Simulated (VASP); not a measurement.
# Sb: single point with PBE0(alpha)

The system is Sb.

```xyz
2
Lattice="3.1224 0.0000 0.0000 0.0000 4.3475 0.0000 -0.0389 0.0000 4.4059" Properties=species:S:1:pos:R:3 pbc="T T T"
Sb    0.0262    1.0869    1.0625
Sb    3.0573    3.2606    3.3433
```

This isn't the form of Sb at room conditions, which is rhombohedral.

* Program: VASP 6.6.1
* Task: single point
* Functional: PBE0(alpha)
* Potentials or basis: VASP PAW PBE potentials, release 64 (Sb)
* Cutoff: 520 eV
* k mesh: 5 × 3 × 3
* Occupations: fermi-dirac, width 0.05 eV
* Spin: no spin polarisation
* Share of exact exchange: 0.15
* Grid for exact exchange (PRECFOCK): Fast
* Exchange at q = 0: truncated
* Further INCAR settings: ALGO = Normal; EDIFF = 1e-06

The pressure is -0.8 GPa and the largest force is 0.202 eV/Å. The band gap on the k mesh is none (metal or under the smearing width).

Forces in eV/Å, atoms in the order of the input:
```
Sb  -0.083  0.000 -0.184
Sb   0.083  0.000  0.184
```

Stress tensor (GPa, compression positive):
```
 3.59  0.00  0.04
 0.00 -3.00  0.00
 0.04  0.00 -2.85
```

Levels at points of the mesh, in eV from the Fermi level:
| k point | band 3 | band 4 | band 5 | band 6 | band 7 | band 8 |
| --- | --- | --- | --- | --- | --- | --- |
| (0.00, 0.00, 0.00) | -4.14 | -4.00 | 2.52 | 3.54 | 3.92 | 4.05 |

Run time: 58 s on 1 thread of Intel(R) Xeon(R) 6975P-C (Granite Rapids), with other jobs on the host, peak memory 0.17 GiB.

Caveat: the k mesh is coarse (spacing up to 0.48 Å⁻¹), so the values aren't converged, least of all with exact exchange; the PAW data sets were made with another functional, which shifts forces and pressure a little. Spin-orbit coupling is left out, which matters for the levels of Sb.
